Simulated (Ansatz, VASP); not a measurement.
GaSb: VASP beside Ansatz

```
Sb Ga
1.0
     0.00000    3.05900    3.05900
     3.05900    0.00000    3.05900
     3.05900    3.05900    0.00000
Sb Ga
1 1
Direct
  0.75000 0.75000 0.75000
  0.00000 0.00000 0.00000
```

Alike in both runs: task single point; functional PBE; k mesh 8 × 8 × 8; occupations gaussian, width 0.011 eV; no spin polarisation.

|  | VASP | Ansatz |
| --- | --- | --- |
| version | VASP 6.6.1 | Ansatz 0.2.0 |
| potentials or method | VASP PAW PBE potentials, release 64 (Sb, Ga_d) | Ansatz PAW |
| plane-wave cutoff (eV) | 520 | 420 |
| valence electrons in the cell | 18 | 28 |

VASP gave:

* gap on the k mesh at the Fermi level (eV): 0.04
* least direct gap on the mesh (eV): 0.04
* pressure (GPa): 2.4

Problem. What did Ansatz give for the same quantities?

Solution. gap on the k mesh at the Fermi level (eV): 0.03; least direct gap on the mesh (eV): 0.03; pressure (GPa): 2.3.

With one functional, cell and mesh, what is left measures potentials, basis and numerics. The two sets of potentials don't hold the same shells in valence.

Caveats: spin-orbit coupling is left out, which moves the levels of the heavy elements. As with any semilocal functional, this PBE gap is likely too small. A k mesh can miss the band edges.
